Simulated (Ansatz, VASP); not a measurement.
In: VASP beside Ansatz

```
CELL_PARAMETERS angstrom
3.59043 0.00000 0.00000
-1.79521 3.10940 0.00000
0.00000 0.00000 5.82716
ATOMIC_POSITIONS crystal
In 0.33333 0.66667 0.25000
In 0.66667 0.33333 0.75000
```

Alike in both runs: task single point; functional RPBE; k mesh 12 × 12 × 7; occupations fermi-dirac, width 0.1 eV; no spin polarisation.

|  | VASP | Ansatz |
| --- | --- | --- |
| version | VASP 6.6.1 | Ansatz 0.2.0 |
| potentials or method | VASP PAW PBE potentials, release 64 (In_d) | plane waves (420 eV) with PAW, scalar-relativistic |
| plane-wave cutoff (eV) | 520 | 420 |
| valence electrons in the cell | 26 | 26 |

|  | VASP | Ansatz | Ansatz less VASP |
| --- | --- | --- | --- |
| pressure (GPa) | -2.5 | -2.4 | +0.04 |
| largest component of the traceless stress (GPa) | 0.39 | 0.39 | +0.001 |

Caveats: the PAW data sets were made with another functional, which shifts forces and pressure a little (VASP).
